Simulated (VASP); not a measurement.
# BN (Pnma) in VASP: further runs

The runs below take BN through single point, with LDA.

All numbers are computed with VASP 6.6.1; they aren't measurements. Logs are shortened: lines on timing, memory, paths and dates and some standing lists are left out, and cuts for length are marked.

## (1) The structure

It takes space group Pnma (No. 62, orthorhombic). Conventional cell: a = 4.880 Å, b = 2.591 Å, c = 4.292 Å, α = 90.00°, β = 90.00°, γ = 90.00°. N (site symmetry m) is surrounded by 4 B at 1.51 to 1.65 Å. B (site symmetry m) is surrounded by 4 N at 1.51 to 1.65 Å.

Measurements of this composition are mostly on another form, of space group No. 194.

## (2) Single point, LDA

Input file INCAR:

```
SYSTEM = BN
  PREC = Accurate
  ENCUT = 460
  EDIFF = 0.01
  ISMEAR = 0
  SIGMA = 0.05
  LREAL = .FALSE.
  LASPH = .TRUE.
  NELM = 100
  ALGO = Normal
  ISIF = 2
  LWAVE = .FALSE.
  LCHARG = .FALSE.
  GGA = CA
  NBANDS = 26
  ADDGRID = .FALSE.
```

Input file KPOINTS:

```
regular mesh
0
G
  2 4 3
  0 0 0
```

Input file POSCAR:

```
BN
1.0
    4.8800890000      0.0000000000      0.0000000000
    0.0000000000      2.5914640000      0.0000000000
    0.0000000000      0.0000000000      4.2920490000
N B
4 4
Direct
    0.3211300000      0.7500000000      0.1064860000
    0.6788700000      0.2500000000      0.8935140000
    0.1788700000      0.2500000000      0.6064860000
    0.8211300000      0.7500000000      0.3935140000
    0.3404130000      0.2500000000      0.9070960000
    0.1595870000      0.7500000000      0.4070960000
    0.8404130000      0.2500000000      0.5929040000
    0.6595870000      0.7500000000      0.0929040000
```

Potentials or basis: VASP PAW LDA potentials, release 64 (N, B).

Launch:

```sh
> cat potpaw_LDA.64/N/POTCAR potpaw_LDA.64/B/POTCAR > POTCAR
> mpirun -np 1 vasp_std > vasp.out
```

OUTCAR:

```text
SYSTEM = BN
   PREC = Accurate
   ENCUT = 460
   EDIFF = 0.01
   ISMEAR = 0
   LREAL = .FALSE.
   LASPH = .TRUE.
   NELM = 100
   ISIF = 2
   GGA = CA

 Found     12 irreducible k-points:

 Following reciprocal coordinates:
            Coordinates               Weight
  0.000000  0.000000  0.000000      1.000000
  0.500000  0.000000  0.000000      1.000000
  0.000000  0.250000  0.000000      2.000000
  0.500000  0.250000  0.000000      2.000000
  0.000000  0.500000  0.000000      1.000000
  0.500000  0.500000  0.000000      1.000000
   k-points           NKPTS =     12   k-points in BZ     NKDIM =     12   number of bands    NBANDS=     26
   number of dos      NEDOS =    301   number of ions     NIONS =      8
   total plane-waves  NPLWV =  19440
   dimension x,y,z NGX =    36 NGY =   18 NGZ =   30
   dimension x,y,z NGXF=    72 NGYF=   36 NGZF=   60
   ions per type =               4   4
   NGX,Y,Z   is equivalent  to a cutoff of  12.26, 11.55, 11.62 a.u.
   NGXF,Y,Z  is equivalent  to a cutoff of  24.53, 23.09, 23.24 a.u.
 SYSTEM =  BN
   PREC   = accura    normal or accurate (medium, high low for compatibility)
   ISTART =      0    job   : 0-new  1-cont  2-samecut
   ICHARG =      2    charge: 1-file 2-atom 10-const
   ISPIN  =      1    spin polarized calculation?
   LNONCOLLINEAR =      F non collinear calculations
   LSORBIT =      F    spin-orbit coupling
   LASPH  =      T    aspherical Exc in radial PAW
   ENCUT  =  460.0 eV  33.81 Ry    5.81 a.u.   8.53  4.53  7.51*2*pi/ulx,y,z
   NELM   =    100;   NELMIN=  2; NELMDL= -5     # of ELM steps
   EDIFF  = 0.1E-01   stopping-criterion for ELM
   LREAL  =      F    real-space projection
   EDIFFG = 0.1E+00   stopping-criterion for IOM
   NSW    =      0    number of steps for IOM
   IBRION =     -1    ionic relax: 0-MD 1-quasi-New 2-CG
   NFREE  =      0    steps in history (QN), initial steepest desc. (CG)
   ISIF   =      2    stress and relaxation
   ISYM   =      2    0-nonsym 1-usesym 2-fastsym
   POTIM  = 0.5000    time-step for ionic-motion
   TEBEG  =    0.0;   TEEND  =   0.0 temperature during run
   PSTRESS=    0.0 pullay stress
   NELECT =      32.0000    total number of electrons
   NUPDOWN=      -1.0000    fix difference up-down
   EMIN   =  10.00;   EMAX   =-10.00  energy-range for DOS
   EFERMI =   0.00;   METHOD = LEGACY
   ISMEAR =     0;   SIGMA  =   0.05  broadening in eV -4-tet -1-fermi 0-gaus
   EFERMI_NEDOS =   21; number of points for ismear=-14 and -15
   IALGO  =     38    algorithm
   IMIX   =      4    mixing-type and parameters
     AMIX     =   0.40;   BMIX     =  1.00
     AMIX_MAG =   1.60;   BMIX_MAG =  1.00
  volume/ion in A,a.u.               =       6.78        45.79
  Fermi-wavevector in a.u.,A,eV,Ry     =   1.372711  2.594047 25.637923  1.884334
  Thomas-Fermi vector in A             =   2.498293
   LORBIT       =      0    0 simple, 1 ext, 2 COOP (PROOUT), +10 PAW based schemes
   GGA     = CA    functional components
   LHFCALC =     F    Hartree Fock is set to
   AEXX    =    0.0000 exact exchange contribution
   IVDW    =     0    specifies the selected vdW correction
   LEPSILON=     F    determine dielectric tensor
   LRPA    =     F    only Hartree local field effects (RPA)
 non-spin polarized calculation
 Gauss-broadening in eV      SIGMA  =   0.05
  energy-cutoff  :      460.00
  volume of cell :       54.28
 maximum number of plane-waves:      1239
 NGX is ok and might be reduce to    36
   NGX = 17   NGY =  9   NGZ = 15

 number of electron      32.0000007 magnetization

 Free energy of the ion-electron system (eV)
  ---------------------------------------------------
  ext. energy  EPLUGINS =         0.00000000
  ---------------------------------------------------
  free energy    TOTEN  =       -75.67617865 eV

  energy without entropy =      -75.67617865  energy(sigma->0) =      -75.67617865

 E-fermi :   5.7934     XC(G=0): -12.1792

 val. band max:        5.5491156995   @ k =   0.0000   0.0000   0.0000
 cond. band min:      11.1889886652   @ k =   0.5000   0.0000   0.3333
 fundamental gap:      5.6398729656
 Fermi energy:         5.7933716328

 k-point     1 :       0.0000    0.0000    0.0000
  band No.  band energies     occupation
      1     -13.8906      2.00000
      2     -11.3005      2.00000
      3     -10.2620      2.00000
      4      -8.4990      2.00000
      5      -3.2005      2.00000
      6      -2.5736      2.00000
[... 18 lines left out ...]
     25      17.0919      0.00000
     26      17.7200      0.00000

 k-point     2 :       0.5000    0.0000    0.0000
  band No.  band energies     occupation
      1     -13.0061      2.00000
      2     -13.0061      2.00000
      3      -8.9218      2.00000
      4      -8.9218      2.00000
      5      -3.7077      2.00000
      6      -3.7077      2.00000
[... 18 lines left out ...]
     25      16.9730      0.00000
     26      16.9730      0.00000

 k-point     3 :       0.0000    0.2500    0.0000
  band No.  band energies     occupation
      1     -12.9405      2.00000
      2     -10.5009      2.00000
      3      -9.6056      2.00000
      4      -8.3849      2.00000
      5      -2.9464      2.00000
      6      -2.6528      2.00000
[... 18 lines left out ...]
     25      17.4358      0.00000
     26      17.5518      0.00000

 k-point     4 :       0.5000    0.2500    0.0000
  band No.  band energies     occupation
      1     -12.0961      2.00000
      2     -12.0961      2.00000
      3      -8.5945      2.00000
      4      -8.5945      2.00000
      5      -2.9671      2.00000
      6      -2.9671      2.00000
[... 18 lines left out ...]
     25      18.4265      0.00000
     26      18.4353      0.00000

 k-point     5 :       0.0000    0.5000    0.0000
  band No.  band energies     occupation
      1     -10.3823      2.00000
      2     -10.3823      2.00000
      3      -9.0045      2.00000
      4      -9.0045      2.00000
      5      -3.2598      2.00000
      6      -3.2598      2.00000
[... 18 lines left out ...]
     25      18.7761      0.00000
     26      18.7781      0.00000

 k-point     6 :       0.5000    0.5000    0.0000
  band No.  band energies     occupation
      1      -9.7750      2.00000
      2      -9.7750      2.00000
      3      -9.7750      2.00000
      4      -9.7750      2.00000
      5      -2.6351      2.00000
      6      -2.6351      2.00000
[... 18 lines left out ...]
     25      18.8836      0.00000
     26      18.8836      0.00000

 [... further k-points ...]

------------------------ aborting loop because EDIFF is reached ----------------------------------------

  FORCE on cell =-STRESS in cart. coord.  units (eV):
  Direction    XX          YY          ZZ          XY          YZ          ZX
  --------------------------------------------------------------------------------------
  -------------------------------------------------------------------------------------
  Total       -3.9663759     -3.9016984     -4.1721369      0.0000000      0.0000000      0.0000000
  in kB     -117.0757250   -115.1666367   -123.1491840      0.0000000      0.0000000      0.0000000
  external PRESSURE =    -118.4638486 kB  Pullay stress =       0.0000000 kB

 VOLUME and BASIS-vectors are now :
 -----------------------------------------------------------------------------
  energy-cutoff  :      460.00
  volume of cell :       54.28
      direct lattice vectors                 reciprocal lattice vectors
     4.880089000  0.000000000  0.000000000     0.204914296  0.000000000  0.000000000
     0.000000000  2.591464000  0.000000000     0.000000000  0.385882266  0.000000000
     0.000000000  0.000000000  4.292049000     0.000000000  0.000000000  0.232988952

 POSITION                                       TOTAL-FORCE (eV/Angst)
 -----------------------------------------------------------------------------------
      1.56714      1.94360      0.45704         0.109427     -0.000000     -0.019465
      3.31295      0.64787      3.83501        -0.109427     -0.000000      0.019465
      0.87290      0.64787      2.60307        -0.109427      0.000000     -0.019465
      4.00719      1.94360      1.68898         0.109427     -0.000000      0.019465
      1.66125      0.64787      3.89330        -0.041801     -0.000000      0.039720
      0.77880      1.94360      1.74728         0.041801      0.000000      0.039720
      4.10129      0.64787      2.54477        -0.041801     -0.000000     -0.039720
      3.21884      1.94360      0.39875         0.041801     -0.000000     -0.039720
 -----------------------------------------------------------------------------------
    total drift:                                0.000000      0.000000     -0.000000

  FREE ENERGIE OF THE ION-ELECTRON SYSTEM (eV)
  ---------------------------------------------------
  free  energy   TOTEN  =       -75.6761786494 eV

  energy  without entropy=      -75.6761786494  energy(sigma->0) =      -75.67617865
```

OSZICAR:

```text
N       E                     dE             d eps       ncg     rms          rms(c)
DAV:   1     0.900682414583E+02    0.90068E+02   -0.15518E+04   624   0.107E+03
DAV:   2    -0.749119495866E+02   -0.16498E+03   -0.15753E+03   800   0.249E+02
DAV:   3    -0.809731390028E+02   -0.60612E+01   -0.60234E+01   856   0.454E+01
DAV:   4    -0.810226998418E+02   -0.49561E-01   -0.49511E-01   774   0.435E+00
DAV:   5    -0.810233146349E+02   -0.61479E-03   -0.61425E-03   676   0.480E-01    0.135E+01
DAV:   6    -0.762816204451E+02    0.47417E+01   -0.10878E+01   718   0.186E+01    0.594E+00
DAV:   7    -0.758227000819E+02    0.45892E+00   -0.64158E-01   764   0.457E+00    0.368E+00
DAV:   8    -0.756804693341E+02    0.14223E+00   -0.25615E-01   724   0.282E+00    0.410E-01
DAV:   9    -0.756761786494E+02    0.42907E-02   -0.14176E-02   524   0.763E-01
   1 F= -.75676179E+02 E0= -.75676179E+02  d E =-.508175E-13
```

Wall time 5.5 s (1 thread of AMD EPYC 9R45 (Zen 5), shared host); peak memory 0.09 GiB.

The run converged, but some of its settings lie outside the range that counts as converged, so its numbers aren't taken as properties of the crystal.

Results:

```
Free energy            : -75.6762 eV
Pressure               : -11.8 GPa
Largest force          : 0.111 eV/Å
Band gap on the k mesh : 5.64 eV, indirect (least direct gap 6.46 eV)
```

Caveat: the k mesh is coarse (spacing up to 0.64 Å⁻¹), so the values aren't converged; the cutoff is under 1.25 times the usual one of these potentials, so pressure, stress and relaxed cells hold a basis-set (Pulay) error; an odd mesh through Γ misses points on the zone boundary, where band edges often lie.

## (3) Single point, LDA

Changes to INCAR since step 2:

```diff
@@ -3,3 +3,3 @@
   ENCUT = 460
-  EDIFF = 0.01
+  EDIFF = 1E-4
   ISMEAR = 0
```

KPOINTS is that of step 2.

POSCAR is that of step 2.

Potentials or basis: VASP PAW LDA potentials, release 64 (N, B).

Launch:

```sh
> cat potpaw_LDA.64/N/POTCAR potpaw_LDA.64/B/POTCAR > POTCAR
> mpirun -np 1 vasp_std > vasp.out
```

Run time: 6.1 s. Hardware: 1 thread of AMD EPYC 9R45 (Zen 5), shared host; peak memory 0.1 GiB.

These settings aren't checked as converged: the numbers below hold their error.

Results:

```
Free energy            : -75.6763 eV
Pressure               : -12.1 GPa
Largest force          : 0.132 eV/Å
Band gap on the k mesh : 5.64 eV, indirect (least direct gap 6.46 eV)
```

Caveat: the k mesh is coarse (spacing up to 0.64 Å⁻¹), so the values aren't converged; the cutoff is under 1.25 times the usual one of these potentials, so pressure, stress and relaxed cells hold a basis-set (Pulay) error; an odd mesh through Γ misses points on the zone boundary, where band edges often lie.

## (4) Single point, LDA

Changes to INCAR since step 3:

```diff
@@ -3,3 +3,3 @@
   ENCUT = 460
-  EDIFF = 1E-4
+  EDIFF = 1E-6
   ISMEAR = 0
```

KPOINTS is that of step 3.

POSCAR is that of step 3.

Launch:

```sh
> cat potpaw_LDA.64/N/POTCAR potpaw_LDA.64/B/POTCAR > POTCAR
> mpirun -np 1 vasp_std > vasp.out
```

Wall time 7.4 s (1 thread of AMD EPYC 9R45 (Zen 5), shared host); peak memory 0.1 GiB.

The run converged, but some of its settings lie outside the range that counts as converged, so its numbers aren't taken as properties of the crystal.

What came out:

```yaml
Free_energy: -75.6763 eV
Pressure: -11.8 GPa
Largest_force: 0.120 eV/Å
Band_gap_on_the_k_mesh: 5.64 eV, indirect (least direct gap 6.46 eV)
```

Caveat: the k mesh is coarse (spacing up to 0.64 Å⁻¹), so the values aren't converged; the cutoff is under 1.25 times the usual one of these potentials, so pressure, stress and relaxed cells hold a basis-set (Pulay) error; an odd mesh through Γ misses points on the zone boundary, where band edges often lie.

## (5) Single point, LDA

Changes to INCAR since step 4:

```diff
@@ -3,3 +3,3 @@
   ENCUT = 460
-  EDIFF = 1E-6
+  EDIFF = 1E-7
   ISMEAR = 0
@@ -7,3 +7,3 @@
   LREAL = .FALSE.
-  LASPH = .TRUE.
+  LASPH = .FALSE.
   NELM = 100
```

KPOINTS is that of step 4.

POSCAR is that of step 4.

Potentials or basis: VASP PAW LDA potentials, release 64 (N, B).

Launch:

```sh
> cat potpaw_LDA.64/N/POTCAR potpaw_LDA.64/B/POTCAR > POTCAR
> mpirun -np 1 vasp_std > vasp.out
```

OUTCAR:

```text
SYSTEM = BN
   PREC = Accurate
   ENCUT = 460
   EDIFF = 1E-7
   ISMEAR = 0
   LREAL = .FALSE.
   LASPH = .FALSE.
   NELM = 100
   ISIF = 2
   GGA = CA

 Found     12 irreducible k-points:

 Following reciprocal coordinates:
            Coordinates               Weight
  0.000000  0.000000  0.000000      1.000000
  0.500000  0.000000  0.000000      1.000000
  0.000000  0.250000  0.000000      2.000000
  0.500000  0.250000  0.000000      2.000000
  0.000000  0.500000  0.000000      1.000000
  0.500000  0.500000  0.000000      1.000000
   k-points           NKPTS =     12   k-points in BZ     NKDIM =     12   number of bands    NBANDS=     26
[... 257 lines left out ...]
  in kB     -118.0984150   -115.4745365   -121.5430368      0.0000000     -0.0000000      0.0000000
  external PRESSURE =    -118.3719961 kB  Pullay stress =       0.0000000 kB

 VOLUME and BASIS-vectors are now :
 -----------------------------------------------------------------------------
  energy-cutoff  :      460.00
  volume of cell :       54.28
      direct lattice vectors                 reciprocal lattice vectors
     4.880089000  0.000000000  0.000000000     0.204914296  0.000000000  0.000000000
     0.000000000  2.591464000  0.000000000     0.000000000  0.385882266  0.000000000
     0.000000000  0.000000000  4.292049000     0.000000000  0.000000000  0.232988952

 POSITION                                       TOTAL-FORCE (eV/Angst)
 -----------------------------------------------------------------------------------
      1.56714      1.94360      0.45704         0.118171     -0.000000     -0.021492
      3.31295      0.64787      3.83501        -0.118171     -0.000000      0.021492
      0.87290      0.64787      2.60307        -0.118171     -0.000000     -0.021492
      4.00719      1.94360      1.68898         0.118171      0.000000      0.021492
      1.66125      0.64787      3.89330        -0.037949      0.000000      0.040431
      0.77880      1.94360      1.74728         0.037949     -0.000000      0.040431
      4.10129      0.64787      2.54477        -0.037949     -0.000000     -0.040431
      3.21884      1.94360      0.39875         0.037949     -0.000000     -0.040431
 -----------------------------------------------------------------------------------
    total drift:                                0.000000      0.000000     -0.000000

  FREE ENERGIE OF THE ION-ELECTRON SYSTEM (eV)
  ---------------------------------------------------
  free  energy   TOTEN  =       -75.6762853984 eV

  energy  without entropy=      -75.6762853984  energy(sigma->0) =      -75.67628540
```

OSZICAR:

```text
N       E                     dE             d eps       ncg     rms          rms(c)
DAV:   1     0.900682414583E+02    0.90068E+02   -0.15518E+04   624   0.107E+03
DAV:   2    -0.749119495865E+02   -0.16498E+03   -0.15753E+03   800   0.249E+02
DAV:   3    -0.809731390028E+02   -0.60612E+01   -0.60234E+01   856   0.454E+01
DAV:   4    -0.810226998416E+02   -0.49561E-01   -0.49511E-01   774   0.435E+00
DAV:   5    -0.810233575603E+02   -0.65772E-03   -0.65754E-03   836   0.480E-01    0.135E+01
DAV:   6    -0.762814862914E+02    0.47419E+01   -0.10910E+01   718   0.187E+01    0.594E+00
DAV:   7    -0.758229459391E+02    0.45854E+00   -0.64022E-01   764   0.456E+00    0.368E+00
DAV:   8    -0.756804720119E+02    0.14247E+00   -0.25669E-01   724   0.282E+00    0.410E-01
DAV:   9    -0.756762833812E+02    0.41886E-02   -0.15168E-02   792   0.763E-01    0.202E-01
DAV:  10    -0.756762846661E+02   -0.12850E-05   -0.74189E-04   788   0.179E-01    0.410E-02
DAV:  11    -0.756762851410E+02   -0.47491E-06   -0.13109E-04   758   0.690E-02    0.207E-02
DAV:  12    -0.756762852224E+02   -0.81363E-07   -0.12527E-05   820   0.228E-02    0.611E-03
DAV:  13    -0.756762853937E+02   -0.17130E-06   -0.11253E-06   738   0.676E-03    0.158E-03
DAV:  14    -0.756762853984E+02   -0.46539E-08   -0.65043E-08   418   0.168E-03
   1 F= -.75676285E+02 E0= -.75676285E+02  d E =-.376601E-13
```

stdout:

```text
POSCAR found type information on POSCAR N B
 POSCAR found :  2 types and       8 ions
 scaLAPACK will be used
 LDA part: xc-table for (Slater(with rela. corr.)+CA(PZ))
 , standard interpolation
 POSCAR, INCAR and KPOINTS ok, starting setup
 FFT: planning ... GRIDC
 FFT: planning ... GRID_SOFT
 FFT: planning ... GRID
 WAVECAR not read
 entering main loop
```

It took 7.4 s on 1 thread of AMD EPYC 9R45 (Zen 5), shared host; peak memory 0.1 GiB.

The run converged, but some of its settings lie outside the range that counts as converged, so its numbers aren't taken as properties of the crystal.

Results:

| Quantity | Value |
| --- | --- |
| Free energy | -75.6763 eV |
| Pressure | -11.8 GPa |
| Largest force | 0.120 eV/Å |
| Band gap on the k mesh | 5.64 eV, indirect (least direct gap 6.46 eV) |

Caveat: the k mesh is coarse (spacing up to 0.64 Å⁻¹), so the values aren't converged; the cutoff is under 1.25 times the usual one of these potentials, so pressure, stress and relaxed cells hold a basis-set (Pulay) error; an odd mesh through Γ misses points on the zone boundary, where band edges often lie.

## (6) For comparison

An earlier run on the cell as given: functional PBE; potentials or basis VASP PAW PBE potentials, release 64 (N, B); cutoff 520 eV; k mesh 6 × 10 × 6; occupations fermi-dirac, width 0.05 eV; no spin polarisation.

- Pressure: 0.0 GPa
- Largest force: 0.068 eV/Å
- Band gap on the k mesh: 5.67 eV, indirect (least direct gap 6.26 eV)
